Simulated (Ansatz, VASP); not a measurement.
## HfO2 in VASP and in Ansatz

INCAR

```
SYSTEM = HfO2
PREC     = Accurate       ! precision mode
ENCUT    = 520            ! plane-wave cutoff, eV
EDIFF    = 1E-7           ! SCF threshold, eV
ISMEAR   = -1             ! smearing method
SIGMA    = 0.01           ! smearing width, eV
LREAL    = .FALSE.        ! projectors in reciprocal space
LASPH    = .TRUE.         ! aspherical terms in the spheres
NELM     = 100            ! most SCF steps
ALGO     = Normal         ! electronic algorithm
ISIF     = 2              ! what is computed and relaxed
LWAVE    = .FALSE.        ! write WAVECAR
LCHARG   = .FALSE.        ! write CHGCAR
GGA      = CA             ! functional
NBANDS   = 18             ! bands
```

The input KPOINTS:

```
Automatic mesh
0
G
  8 8 8
  0 0 0
```

Contents of POSCAR:

```
HfO2
1.0
    0.0000000000      2.5229349520      2.5229349520
    2.5229349520      0.0000000000      2.5229349520
    2.5229349520      2.5229349520      0.0000000000
Hf O
1 2
Direct
    0.0000000000      0.0000000000      0.0000000000
    0.2500000000      0.2500000000      0.2500000000
    0.7500000000      0.7500000000      0.7500000000
```

Input for Ansatz:

```yaml
crystal:
  lattice:
    - [0.0, 2.522934952, 2.522934952]
    - [2.522934952, 0.0, 2.522934952]
    - [2.522934952, 2.522934952, 0.0]
  atoms:
    - { symbol: Hf, position: [0.0, 0.0, 0.0] }
    - { symbol: O, position: [0.25, 0.25, 0.25] }
    - { symbol: O, position: [0.75, 0.75, 0.75] }
kpoints:
  mp_grid: { grid: [8, 8, 8] }
  band_path:
    path:
      - [0.0, 0.0, 0.0]
      - [0.5, 0.0, 0.5]
      - [0.625, 0.25, 0.625]
      - [0.375, 0.375, 0.75]
      - [0.0, 0.0, 0.0]
      - [0.5, 0.5, 0.5]
      - [0.5, 0.25, 0.75]
      - [0.5, 0.0, 0.5]
    npoints: 5
scf:
  occupations: { method: fermi_dirac, width: 0.01 }
hamiltonian:
  xc: lda
  pseudopotentials: { kind: all_electron, lapw: { basis_error: 0.001 } }
output:
  forces: true
  stress: true
  eigenvalues: true
```

Change from the starting cell: volume scaled by 0.96.

Alike in both runs: task single point; functional LDA; k mesh 8 × 8 × 8; occupations fermi-dirac, width 0.01 eV; no spin polarisation.

|  | VASP | Ansatz |
| --- | --- | --- |
| version | VASP 6.6.1 | Ansatz 0.2.0 |
| potentials or method | VASP PAW LDA potentials, release 64 (Hf_pv, O) | all-electron LAPW, scalar-relativistic |
| plane-wave cutoff (eV) | 520 | see its input |

|  | VASP | Ansatz | Ansatz less VASP |
| --- | --- | --- | --- |
| gap on the k mesh at the Fermi level (eV) | 3.63 | 3.59 | -0.037 |
| pressure (GPa) | -10.2 | -7.0 | +3.16 |

Ansatz ran all-electron here, so the differences hold the error of VASP's frozen core and of both bases.

Caveats: spin-orbit coupling is left out, which moves the levels of the heavy elements. A k mesh can miss the band edges.
